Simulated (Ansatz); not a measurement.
# Ho: the cost of one run

Method: DFT PBE, scalar-relativistic, plane waves, PAW, in Ansatz 0.2.0.

**1. The structure to begin with**

Symmetry: Fm-3m, No. 225, cubic system. The conventional cell has a = 4.997 Å, b = 4.997 Å, c = 4.997 Å, α = 90.00°, β = 90.00°, γ = 90.00°. Ho (site symmetry m-3m) is surrounded by 12 Ho at 3.53 Å.

As a file:

```
CELL_PARAMETERS angstrom
0.00000 2.49846 2.49846
2.49846 0.00000 2.49846
2.49846 2.49846 0.00000
ATOMIC_POSITIONS crystal
Ho 0.00000 0.00000 0.00000
```

The moments start at Ho 4.00 μB.

**2. At the starting volume**

Contents of input.yaml:

```yaml
crystal:
  lattice:
    - [0.0, 2.4984643903, 2.4984643903]
    - [2.4984643903, 0.0, 2.4984643903]
    - [2.4984643903, 2.4984643903, 0.0]
  atoms:
    - { symbol: Ho, position: [0.0, 0.0, 0.0], spin: 4.0 }
basis:
  ecutwfc: 420
  ecutrho_ratio: 4
kpoints:
  mp_grid: { grid: [14, 14, 14] }
hamiltonian:
  xc: pbe
scf:
  occupations: { method: gaussian, width: 0.05 }
output:
  forces: true
  stress: true
  eigenvalues: true
  populations: true
magnetization:
  spin_polarized: true
```

**Question.** How long does this run take on 2 threads of an x86-64 CPU, shared host, and how much memory does it need?

About 24 s, with a peak of 0.48 GiB.
